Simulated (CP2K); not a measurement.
# MoS2 in CP2K: reference runs, part 2 of 2

CP2K 2026.2. The steps go on from the part before.

**3. Single point, PBE (atoms moved at random, drawn with an rms of 0.05 Å)**

File mos2_scf.inp:

```
&GLOBAL
  PROJECT mos2_scf
  RUN_TYPE ENERGY_FORCE
  PRINT_LEVEL LOW
&END GLOBAL
&FORCE_EVAL
  METHOD QS
  STRESS_TENSOR ANALYTICAL
  &DFT
    BASIS_SET_FILE_NAME BASIS_MOLOPT_UZH
    POTENTIAL_FILE_NAME POTENTIAL_UZH
    &MGRID
      CUTOFF 450
      REL_CUTOFF 60
      NGRIDS 4
    &END MGRID
    &QS
      METHOD GPW
      EPS_DEFAULT 1.0E-10
    &END QS
    &KPOINTS
      SCHEME MONKHORST-PACK 10 10 2
      GAMMA_CENTERED T
      SYMMETRY T
      SYMMETRY_BACKEND SPGLIB
    &END KPOINTS
    &SCF
      SCF_GUESS ATOMIC
      EPS_SCF 1.0E-6
      MAX_SCF 100
      ADDED_MOS 15
      CHOLESKY OFF
      EPS_EIGVAL 1.0E-7
      &DIAGONALIZATION ON
        ALGORITHM STANDARD
      &END DIAGONALIZATION
      &MIXING ON
        METHOD BROYDEN_MIXING
        ALPHA 0.4
        BETA 1.5
        NBUFFER 8
      &END MIXING
      &SMEAR ON
        METHOD FERMI_DIRAC
        ELECTRONIC_TEMPERATURE [K] 580.226
      &END SMEAR
    &END SCF
    &XC
      &XC_FUNCTIONAL
        &GGA_X_PBE
        &END GGA_X_PBE
        &GGA_C_PBE
        &END GGA_C_PBE
      &END XC_FUNCTIONAL
    &END XC
    &PRINT
      &KPOINTS ON
      &END KPOINTS
      &MULLIKEN ON
      &END MULLIKEN
      &MO ON
        ENERGIES T
        OCCUPATION_NUMBERS T
        &EACH
          QS_SCF 0
        &END EACH
        ADD_LAST NUMERIC
      &END MO
      &LOWDIN ON
      &END LOWDIN
      &HIRSHFELD ON
        SHAPE_FUNCTION DENSITY
      &END HIRSHFELD
    &END PRINT
  &END DFT
  &SUBSYS
    &CELL
      A 3.1841260822 0.0000000000 0.0000000000
      B -1.5920630411 2.7575340760 0.0000000000
      C 0.0000000000 0.0000000000 17.3345999500
      PERIODIC XYZ
    &END CELL
    &COORD
      SCALED
      Mo  0.0028990000 -0.0138400000 -0.0004740000
      S   0.3313860000 0.6610750000 0.9105550000
      S   0.3217360000 0.6551810000 0.0895260000
    &END COORD
    &KIND Mo
      BASIS_SET TZVP-MOLOPT-PBE-GTH-q14
      POTENTIAL GTH-PBE-q14
    &END KIND
    &KIND S
      BASIS_SET TZVP-MOLOPT-PBE-GTH-q6
      POTENTIAL GTH-PBE-q6
    &END KIND
    &PRINT
      &ATOMIC_COORDINATES ON
      &END ATOMIC_COORDINATES
      &CELL ON
      &END CELL
    &END PRINT
  &END SUBSYS
  &PRINT
    &FORCES ON
    &END FORCES
    &STRESS_TENSOR ON
    &END STRESS_TENSOR
  &END PRINT
&END FORCE_EVAL
```

Potentials or basis: POTENTIAL_UZH Mo GTH-PBE-q14, S GTH-PBE-q6; TZVP-MOLOPT-PBE-GTH basis.

The run is started by

```sh
$ OMP_NUM_THREADS=1 cp2k.psmp -i mos2_scf.inp -o mos2_scf.out
```

mos2_scf.out:

```text

 CP2K| version string:                                       CP2K version 2026.2
 CP2K| Input file name                                              mos2_scf.inp

 GLOBAL| Force Environment number                                              1
 GLOBAL| Basis set file name                                    BASIS_MOLOPT_UZH
 GLOBAL| Potential file name                                       POTENTIAL_UZH
 GLOBAL| MM Potential file name                                     MM_POTENTIAL
 GLOBAL| Coordinate file name                                      __STD_INPUT__
 GLOBAL| Method name                                                        CP2K
 GLOBAL| Project name                                                   mos2_scf
 GLOBAL| Run type                                                   ENERGY_FORCE
 GLOBAL| FFT library                                                       FFTW3
[... 6 lines left out ...]
 GLOBAL| Total number of message passing processes                             1
 GLOBAL| Number of threads for this process                                    1
 GLOBAL| CPU model name                                 Intel(R) Xeon(R) 6975P-C

 CELL| Volume [angstrom^3]:                                           152.203615
 CELL| Vector a [angstrom]:       3.184     0.000     0.000   |a| =     3.184126
 CELL| Vector b [angstrom]:      -1.592     2.758     0.000   |b| =     3.184126
 CELL| Vector c [angstrom]:       0.000     0.000    17.335   |c| =    17.334600
 CELL| Angle (b,c), alpha [degree]:                                    90.000000
 CELL| Angle (a,c), beta  [degree]:                                    90.000000
 CELL| Angle (a,b), gamma [degree]:                                   120.000000
 CELL| Numerically orthorhombic:                                              NO
 CELL| Periodicity                                                           XYZ

 CELL_REF| Volume [angstrom^3]:                                       152.203615
 CELL_REF| Vector a [angstrom     3.184     0.000     0.000   |a| =     3.184126
 CELL_REF| Vector b [angstrom    -1.592     2.758     0.000   |b| =     3.184126
 CELL_REF| Vector c [angstrom     0.000     0.000    17.335   |c| =    17.334600
 CELL_REF| Angle (b,c), alpha [degree]:                                90.000000
 CELL_REF| Angle (a,c), beta  [degree]:                                90.000000
 CELL_REF| Angle (a,b), gamma [degree]:                               120.000000
 CELL_REF| Numerically orthorhombic:                                          NO
 CELL_REF| Periodicity                                                       XYZ
[... 10 lines left out ...]

  Total number of            - Atomic kinds:                                   2
                             - Atoms:                                          3
                             - Shell sets:                                     3
                             - Shells:                                        25
                             - Primitive Cartesian functions:                 14
                             - Cartesian basis functions:                     77
                             - Spherical basis functions:                     69

  Maximum angular momentum of- Orbital basis functions:                        3
                             - Local part of the GTH pseudopotential:          2
                             - Non-local part of the GTH pseudopotential:      4

 MODULE QUICKSTEP: ATOMIC COORDINATES IN ANGSTROM

   Atom Kind Element         X             Y             Z       Z(eff)     Mass
      1    1 Mo   42      0.031265     -0.038164     -0.008217  14.0000  95.9600
      2    2 S    16      0.002702      1.822937     15.784107   6.0000  32.0650
      3    2 S    16     -0.018641      1.806684      1.551897   6.0000  32.0650

 SCF PARAMETERS         Density guess:                                    ATOMIC
[... 99 lines left out ...]
     8 Broy./Diag. 0.40E+00    1.2     0.00168353       -88.3218502512  2.32E-03
     9 Broy./Diag. 0.40E+00    1.2     0.00133004       -88.3371216880 -1.53E-02
    10 Broy./Diag. 0.40E+00    1.2     0.00074597       -88.3409121853 -3.79E-03
    11 Broy./Diag. 0.40E+00    1.2     0.00080173       -88.3433290223 -2.42E-03
    12 Broy./Diag. 0.40E+00    1.2     0.00039800       -88.3417235306  1.61E-03
    13 Broy./Diag. 0.40E+00    1.2     0.00012518       -88.3415249767  1.99E-04
    14 Broy./Diag. 0.40E+00    1.3     0.00007531       -88.3417150161 -1.90E-04
    15 Broy./Diag. 0.40E+00    1.2     0.00002715       -88.3421665967 -4.52E-04
    16 Broy./Diag. 0.40E+00    1.3     0.00002108       -88.3424154907 -2.49E-04
    17 Broy./Diag. 0.40E+00    1.2     0.00004127       -88.3423417015  7.38E-05
    18 Broy./Diag. 0.40E+00    1.2     0.00001479       -88.3422611429  8.06E-05
    19 Broy./Diag. 0.40E+00    1.2     0.00003579       -88.3422362180  2.49E-05
    20 Broy./Diag. 0.40E+00    1.2     0.00000838       -88.3422495481 -1.33E-05
    21 Broy./Diag. 0.40E+00    1.2     0.00000543       -88.3422733687 -2.38E-05
    22 Broy./Diag. 0.40E+00    1.3     0.00000251       -88.3422862555 -1.29E-05
    23 Broy./Diag. 0.40E+00    1.2     0.00000077       -88.3422893787 -3.12E-06

  *** SCF run converged in    23 steps ***

  Electronic density on regular grids:        -25.9999999997        0.0000000003
  Core density on regular grids:               25.9999999980       -0.0000000020
  Total charge density on r-space grids:       -0.0000000017
  Total charge density g-space grids:          -0.0000000017

  Overlap energy of the core charge distribution:               0.00000000000630
  Self energy of the core charge distribution:               -176.12885582154041
  Core Hamiltonian energy:                                     39.77104915911220
  Hartree energy:                                              60.42331792026106
  Exchange-correlation energy:                                -12.40780063638178
  Electronic entropic energy:                                  -0.00000000017022
  Fermi energy:                                                -0.00348090067629

  Total energy:                                               -88.34228937871285
  Total energy (extrapolated to T->0):                        -88.34228937862774

 MO| EIGENVALUES AND OCCUPATION NUMBERS FOR K POINT 1
 MO|
 MO|  Index      Eigenvalue [a.u.]        Eigenvalue [eV]             Occupation
 MO|      1              -2.269784             -61.763971               2.000000
 MO|      2              -1.329667             -36.182085               2.000000
 MO|      3              -1.322843             -35.996399               2.000000
 MO|      4              -1.321493             -35.959647               2.000000
 MO|      5              -0.481606             -13.105165               2.000000
 MO|      6              -0.478587             -13.023006               2.000000
[... 462 lines left out ...]
 MO|     27               0.545448              14.842403               0.000000
 MO|     28               0.559130              15.214702               0.000000
 MO| Sum:                                                              26.000000
 MO| E(Fermi):           -0.003481 a.u.         -0.094720 eV

 [... the levels of further k-points ...]

 !-----------------------------------------------------------------------------!
                     Mulliken Population Analysis

 #  Atom  Element  Kind  Atomic population                           Net charge
       1     Mo       1         14.228525                             -0.228525
       2     S        2          5.884635                              0.115365
       3     S        2          5.886840                              0.113160
 # Total charge                             26.000000                 -0.000000

 !-----------------------------------------------------------------------------!

 !-----------------------------------------------------------------------------!
                           Hirshfeld Charges

  #Atom  Element  Kind  Ref Charge     Population                    Net charge
      1       Mo     1      14.000         13.763                         0.237
      2       S      2       6.000          6.120                        -0.120
      3       S      2       6.000          6.117                        -0.117

  Total Charge                                                            0.000
 !-----------------------------------------------------------------------------!

 LOWDIN POPULATION ANALYSIS

 #  Atom  Element  Kind  Atomic population                           Net charge
       1     Mo       1         15.737115                             -1.737115
       2     S        2          5.127839                              0.872161
       3     S        2          5.135045                              0.864955
 # Total charge                             26.000000                 -0.000000

 ENERGY| Total FORCE_EVAL ( QS ) energy [hartree]            -88.342284219838035

 FORCES| Atomic forces [hartree/bohr]
 FORCES|   Atom     x               y               z               |f|
 FORCES|      1 -1.56929517E-02  6.04037194E-03  5.15173040E-03   1.75867891E-02
 FORCES|      2  6.08111182E-03 -4.41987556E-03 -1.10918702E-02   1.33994330E-02
 FORCES|      3  9.61205563E-03 -1.62195245E-03  5.93628749E-03   1.14132315E-02
 FORCES| Sum     2.15789478E-07 -1.45607004E-06 -3.85229227E-06
 FORCES| Total atomic force                                       4.12393753E-06

 STRESS| Analytical stress tensor [bar]
 STRESS|                        x                   y                   z
 STRESS|      x        9.09328321283E+03  -2.78538633502E+03   3.04053274898E+03
 STRESS|      y       -2.78538633502E+03   6.95173261126E+03   2.32014249774E+03
 STRESS|      z        3.04053274898E+03   2.32014249774E+03   1.42725898614E+04
 STRESS| 1/3 Trace                                             1.01058685618E+04
 STRESS| Determinant                                           6.38980214319E+11

 STRESS| Eigenvectors and eigenvalues of the analytical stress tensor [bar]
 STRESS|                        1                   2                   3
 STRESS| Eigenvalues   3.75850187136E+03   1.07621694865E+04   1.57969343276E+04
 STRESS|      x           0.578237608221      0.729383466342      0.365569456417
 STRESS|      y           0.745394704743     -0.654461378136      0.126755823022
 STRESS|      z          -0.331704691826     -0.199198553097      0.922112755505
```

Run time: 32 s. Hardware: 1 thread of Intel Xeon 6975P-C (Granite Rapids), shared host; peak memory 0.54 GiB.

Results:

* Free energy: -2403.9158 eV
* Largest force: 0.904 eV/Å
* Band gap on the k mesh: 1.71 eV, indirect (least direct gap 1.93 eV)
* Mulliken charges: Mo -0.23; S +0.12, +0.11 e
* Hirshfeld charges: Mo +0.24; S -0.12 e

Forces in eV/Å, atoms in the order of the input:
```
Mo  -0.807  0.311  0.265
S    0.313 -0.227 -0.570
S    0.494 -0.083  0.305
```

Stress tensor (GPa, compression positive):
```
 0.91 -0.28  0.30
-0.28  0.70  0.23
 0.30  0.23  1.43
```

Caveat: Mulliken charges move with the basis; the basis of atomic orbitals isn't converged, which shifts pressures, moduli and gaps.
